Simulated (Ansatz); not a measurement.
# InAs: the cost of one run

Method: DFT PBE0, scalar-relativistic, plane waves, PAW, in Ansatz 0.2.0.

**1. The starting structure**

It takes space group Fm-3m (No. 225, cubic). The conventional cell has a = 5.600 Å, b = 5.600 Å, c = 5.600 Å, α = 90.00°, β = 90.00°, γ = 90.00°. In (site symmetry m-3m) is surrounded by 6 As at 2.80 Å. Around As (site symmetry m-3m) lie 6 In at 2.80 Å.

As a file:

```
In As
1.0
     0.00000    2.80000    2.80000
     2.80000    0.00000    2.80000
     2.80000    2.80000    0.00000
In As
1 1
Direct
  0.00000 0.00000 0.00000
  0.50000 0.50000 0.50000
```

The cell was made up by rule, so the compound may not exist in this form.

This is a trial structure, the rocksalt prototype, and another one may lie lower.

**2. Coarse point 1 of the search for the rest volume**

The input, input.yaml:

```yaml
crystal:
  lattice:
    - [0.0, 2.8, 2.8]
    - [2.8, 0.0, 2.8]
    - [2.8, 2.8, 0.0]
  atoms:
    - { symbol: In, position: [0.0, 0.0, 0.0] }
    - { symbol: As, position: [0.5, 0.5, 0.5] }
basis:
  ecutwfc: 420
kpoints:
  mp_grid: { grid: [6, 6, 6] }
hamiltonian:
  xc: pbe0
scf:
  occupations: { method: gaussian, width: 0.05 }
output:
  forces: true
  stress: true
  eigenvalues: true
```

On the command line:

```console
ansatz run input.yaml --threads 4 --pin off --max-ram 12288MiB --backend cpu --events-out ev --progress --plain --runs-dir out
```

Q: Estimate wall time and peak memory on 4 threads of AMD EPYC 9R45 (Zen 5), shared host.

About 8.4 s, with a peak of 1.5 GiB.
